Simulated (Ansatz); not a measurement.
Input of an Ansatz 0.2.0 run:

Contents of run.py:

```python
import json

import ase.io
import numpy as np

import ansatz as az

atoms = ase.io.read("Li.xyz")

calculation = (
    az.Crystal.from_ase(atoms)
    .calculation()
    .accuracy("medium")
    .kpoints(7, 7, 7)
    .functional("lda")
    .pseudopotentials(kind="paw", source="jth")
    .spin("collinear")
    .occupations(method="cold", width=0.05)
    .populations()
    .bader_charges()
    .forces()
    .stress()
    .band_table(publish=True)
)
outcome = calculation.run(threads=2, events_out="events.jsonl")

report = outcome.report
for line in open("events.jsonl"):
    event = json.loads(line)
    if event["event"] == "scf_iter":
        d = event["data"]
        print(f"SCF {d['iter']:3d}  HF = {d['harris_foulkes_ev']:.6f} eV  dr2 = {d['dr2_ev']:.2e} eV")
    elif event["event"] in ("relax_step", "md_step"):
        d = event["data"]
        print(f"{event['event']} {d['step']:3d}  E = {d['lagrangian_ev']:.6f} eV")
np.set_printoptions(precision=5, suppress=True, linewidth=110)
print("converged:", report["converged"], "after", report["n_iterations"], "iterations")
print(f"free energy {report['free_energy_ev']:.6f} eV, Fermi level {report['fermi_energy_ev']:.4f} eV")
for key in ("band_edges_ev", "magnetization_mub", "site_moments_mub", "site_moments_nc_mub", "forces_ev_ang",
                "stress_gpa"):
    if report.get(key) is not None:
        print(key, np.array(report[key]), sep="\n")
```

File Li.xyz:

```xyz
1
Lattice="0.0000000000 2.3070123961 2.3070123961 2.3070123961 0.0000000000 2.3070123961 2.3070123961 2.3070123961 0.0000000000" Properties=species:S:1:pos:R:3 pbc="T T T"
Li     0.0000000000      0.0000000000      0.0000000000
```

Potentials or basis: JTH PAW.

The run is started by

```bash
$ python run.py
```

(1) Estimate the band gap on the k mesh.

(2) Predict the pressure.

(3) Estimate the absolute moment.

(4) What does it give for the net moment?

Results:

(1) none (metal or under the smearing width).

(2) -2.5 GPa.

(3) 0.00 μB per cell.

(4) 0.00 μB per cell.
